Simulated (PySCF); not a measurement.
## Assignment exercise: C$_{8}$H$_{6}$

Geometry:
```tsv
atom	x (Å)	y (Å)	z (Å)
C1	2.207	1.886	1.640
C2	1.413	1.208	1.047
C3	0.476	0.407	0.350
C4	-0.045	0.837	-0.870
C5	-0.958	0.050	-1.545
C6	-1.361	-1.165	-1.013
C7	-0.848	-1.594	0.200
C8	0.068	-0.816	0.882
H9	2.901	2.479	2.157
H10	0.271	1.785	-1.279
H11	-1.359	0.385	-2.491
H12	-2.076	-1.777	-1.544
H13	-1.163	-2.539	0.617
H14	0.473	-1.146	1.828
```

Computational details: GIAO PBE0/pcSseg-1 shieldings, geometry: GFN2-xTB, in PySCF 2.14.0 with density-fitted response routines (non-relativistic, a single conformation, one averaged value for each set of equivalent atoms, in vacuum).

Chemical shifts δ = σref − σ; ¹³C (σ = 186.93 ppm), ¹H (σ = 31.72 ppm) against TMS, all at this level.

Q: Assign these signals to the numbered atoms. ¹³C{¹H} NMR (computed): δ 139.6 (CH), 134.0 (CH), 133.8 (CH), 126.9 (C), 89.2 (C), 87.4 (CH).

A: 
```tsv
δ (ppm)	atoms	environment	reason
139.6	C4/C8	aromatic CH	the aromatic region
134.0	C6	aromatic CH	–
133.8	C5/C7	aromatic CH	–
126.9	C3	substituted aromatic carbon	–
89.2	C2	alkyne carbon	sp carbons lie upfield of alkene carbons because the cylindrical π system leaves one tensor component strongly shielded
87.4	C1	terminal alkyne carbon	sp carbons lie upfield of alkene carbons because the cylindrical π system leaves one tensor component strongly shielded
```

C6 and C5/C7; C2 and C1 lie closer than the usual error of such a calculation, so a measured spectrum could show them in the other order.

Q: Assign these signals to the numbered atoms. ¹H NMR (500 MHz, computed): δ 7.90 (d, 2H), 7.63 (m, 2H), 7.61 (m, 1H), 2.81 (s, 1H).

A: 
7.90 → H10/H14, hydrogen on an aromatic CH: the ring current deshields protons in the ring plane
7.63 → H11/H13, hydrogen on an aromatic CH
7.61 → H12, hydrogen on an aromatic CH
2.81 → H9, hydrogen on a terminal alkyne carbon: it lies on the axis of the triple bond, in its shielding cone

H11/H13 and H12 lie closer than the usual error of such a calculation, so a measured spectrum could show them in the other order.

Shifts are as computed. Against solution values, carbons near 30 ppm lie about +3 ppm off and those near 130 ppm about +5 ppm. Of 1211 compounds with measured shifts, 218 miss one by over three times the rms of a fit or turn the order of signals round; such compounds aren't used in these exercises. No couplings were computed; multiplicities are counted from neighbouring protons, with m where these are inequivalent, close in shift, in a saturated or five-membered ring or joined by F or P, and br s for small geminal =CH2 splittings.
